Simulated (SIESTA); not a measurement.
Sb under changes of volume

One of the cells (32.186 Å³/atom); the others are scaled copies at fixed shape and fractional positions:

```
Sb
1.0
     3.18093    0.00000    0.00000
     0.00000    3.18093    0.00000
     0.00000    0.00000    3.18093
Sb
1
Direct
  0.00000 0.00000 0.00000
```

This isn't the form of Sb at room conditions, which is rhombohedral.

| Item | Value |
| --- | --- |
| Program | SIESTA 5.4.2 |
| Functional | PBEsol |
| Potentials or basis | PseudoDojo 0.4 standard (PBEsol files) |
| Basis | DZP (energy shift 0.003 Ry; two zetas on semicore shells) |
| Grid cutoff | 500 Ry |
| Energy shift | 0.003 Ry |
| k mesh | 8 × 8 × 8 |
| Occupations | fermi-dirac, width 0.05 eV |
| Spin | no spin polarisation |

```csv
volume (Å³/atom),energy over the lowest point (meV/atom),pressure (GPa)
29.661,0.00,-0.6
30.292,4.83,-1.8
30.923,14.23,-2.9
32.186,?,?
32.817,64.75,-5.5
33.448,87.86,-6.1
```

What does the run at 32.186 Å³/atom give?

Energy over the lowest point 44.55 meV/atom; pressure -4.7 GPa.

Worked out: A Birch-Murnaghan fit of order 3 (a polynomial in V^(-2/3)) to the other rows has its minimum at 29.36 Å³/atom, just outside them, with B0 = V·E''(V) = 62 GPa and B' = 4.1. It gives 44.56 meV/atom at 32.186 Å³/atom, against the run's 44.55, and -dE/dV = -4.7 GPa, against -4.7.

Energies are extrapolated to zero smearing.

Caveats: the basis of atomic orbitals isn't converged, which shifts pressures, moduli and gaps.
